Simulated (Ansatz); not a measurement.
The system is Ga2O3.

```
Ga O
1.0
     6.10700   -1.51855    0.00000
     6.10700    1.51855    0.00000
    -1.38599    0.00000    5.63001
Ga O
4 6
Direct
  0.34134 0.34134 0.68598
  0.65866 0.65866 0.31402
  0.90950 0.90950 0.20540
  0.09050 0.09050 0.79460
  0.50410 0.50410 0.74340
  0.49590 0.49590 0.25660
  0.82670 0.82670 0.43680
  0.17330 0.17330 0.56320
  0.83550 0.83550 0.89020
  0.16450 0.16450 0.10980
```

Program: Ansatz 0.2.0. Alike in all runs: potentials or basis Ansatz PAW; no spin polarisation; cell as given; k mesh 9 × 9 × 5.

Order these runs on this cell by their pressure, lowest first.
A. level LDA; cutoff (eV) 420; smearing fermi-dirac 0.05 eV; points for each segment of the path 10
B. level PBE; cutoff (eV) 420; smearing gaussian 0.011 eV
C. level r2SCAN; cutoff (eV) 500; smearing fermi-dirac 0.05 eV; points for each segment of the path 10
D. level revPBE; cutoff (eV) 420; smearing fermi-dirac 0.05 eV; points for each segment of the path 10

A (-4.1 GPa), C (1.3 GPa), B (9.6 GPa), D (13.2 GPa).

Caveats: the PAW data sets come from PBE, with cores solved anew for the run's functional, which leaves a small shift of forces and pressure (some runs).
